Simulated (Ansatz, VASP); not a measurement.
## One calculation of ZnO (zincite), two programs

```xyz
4
Lattice="3.2795 0.0000 0.0000 -1.6397 2.8401 0.0000 0.0000 0.0000 5.2933" Properties=species:S:1:pos:R:3 pbc="T T T"
Zn    0.0000    1.8934    2.6465
Zn    1.6397    0.9467   -0.0002
O     1.6397    0.9467    2.0064
O     0.0000    1.8934    4.6530
```

Alike in both runs: task single point; functional LDA; k mesh 9 × 9 × 6; occupations gaussian, width 0.02 eV; no spin polarisation.

|  | VASP | Ansatz |
| --- | --- | --- |
| version | VASP 6.6.1 | Ansatz 0.2.0 |
| potentials or method | VASP PAW LDA potentials, release 64 (Zn, O) | scalar-relativistic, plane waves, PAW |
| plane-wave cutoff (eV) | 520 | 420 |
| valence electrons in the cell | 36 | 36 |

Ansatz gave:

```
gap on the k mesh at the Fermi level (eV)       : 0.67
least direct gap on the mesh (eV)               : 0.67
pressure (GPa)                                  : -11.2
largest component of the traceless stress (GPa) : 0.11
```

Question: Estimate VASP's values.

Answer: gap on the k mesh at the Fermi level (eV): 0.67; least direct gap on the mesh (eV): 0.67; pressure (GPa): -10.4; largest component of the traceless stress (GPa): 0.11.
